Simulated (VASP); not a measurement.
## Results of a VASP single-point calculation on CsPbCl3 (strained measured structure)

POSCAR

```
Cs Pb Cl
 1.0000000000000000
     5.3457761936999999    0.0000000000000000    0.0000000000000000
     0.0000000000000000    5.3457761936999999    0.0000000000000000
     0.0000000000000000    0.0000000000000000    5.3457761936999999
 Cs  Pb  Cl
   1   1   3
Cartesian
  0.0000000000000000  0.0000000000000000  0.0000000000000000
  2.6728880968499995  2.6728880968499995  2.6728880968499995
  2.6728880968499995  2.6728880968499995  0.0000000000000000
  0.0000000000000000  2.6728880968499995  2.6728880968499995
  2.6728880968499995  0.0000000000000000  2.6728880968499995
```

The gap between bands v and c is 1.48 eV and the least direct gap is 1.48 eV.

Band v is the last that the valence electrons fill when counted band by band, and c is the next. Levels in eV from the top of v:

```json
{"point": "Γ", "v−1": "-4.04", "v": "-4.04", "c": "2.89", "c+1": "3.30"}
{"point": "X", "v−1": "-4.23", "v": "-2.41", "c": "2.99", "c+1": "4.21"}
{"point": "M", "v−1": "-3.69", "v": "-1.16", "c": "2.27", "c+1": "2.27"}
{"point": "R", "v−1": "-3.67", "v": "0.00", "c": "1.48", "c+1": "1.48"}
```

Question: Which of these levels of theory gave these results?
A. LDA
B. PBE with spin–orbit coupling
C. PBEsol
D. PBE
E. r²SCAN
F. HSE06
G. PBE0

Answer: E.

The INCAR was:

```
METAGGA = R2SCAN
LASPH = .TRUE.
NBANDS = 30
PREC = Accurate
LCHARG = .FALSE.
SIGMA = 0.01
NSW = 0
ISIF = 2
EDIFF = 1E-7
LREAL = .FALSE.
ISMEAR = 0
LWAVE = .FALSE.
IBRION = -1
ENCUT = 520
NELM = 120
ALGO = Normal
```
